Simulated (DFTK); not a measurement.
# Ir in DFTK: the effect of pseudo set

The system is Ir.

```xyz
1
Lattice="0.0000 1.9156 1.9156 1.9156 0.0000 1.9156 1.9156 1.9156 0.0000" Properties=species:S:1:pos:R:3 pbc="T T T"
Ir    0.0000    0.0000    0.0000
```

Alike in all runs:

```yaml
Program: DFTK 0.8.2
Task: single point
Functional: PBE
k_mesh: 12 × 12 × 12
Occupations: fermi-dirac, width 0.05 eV
Spin: no spin polarisation
```

| pseudo set | cutoff | pressure (GPa) |
| --- | --- | --- |
| dojo.nc.sr.pbe.v0_4_1.standard.upf (PBE) | 925 eV | 10.3 |
| dojo.nc.sr.pbe.v0_5.standard.upf (PBE) | 925 eV | 10.3 |
| dojo.nc.sr.pbe.v0_5.stringent.upf (PBE) | 925 eV | 10.3 |
| SG15 1.2 (PBE) | 1225 eV | 10.5 |
| SPMS 1.0 (PBE) | 1225 eV | 10.5 |
| in-house norm-conserving set (PBE, scalar relativistic) | 925 eV | ? |
| cp2k.nc.sr.pbe.v0_1.largecore.gth (PBE, GTH, large core) | 1034 eV | 29.2 |

Task: What does the run with pseudo set in-house norm-conserving set (PBE, scalar relativistic) give?

Result: Pressure 11.3 GPa.

Caveats: a pressure of tens of GPa on the cell as given is suspect, and the run, the potentials or the cell itself is likely at fault (some runs); GTH potentials come without recommended cutoffs, and this one wasn't checked for convergence (some runs); this set keeps more shells in the core, which shifts pressures and gaps (some runs).

The runs don't all hold the same shells in valence.
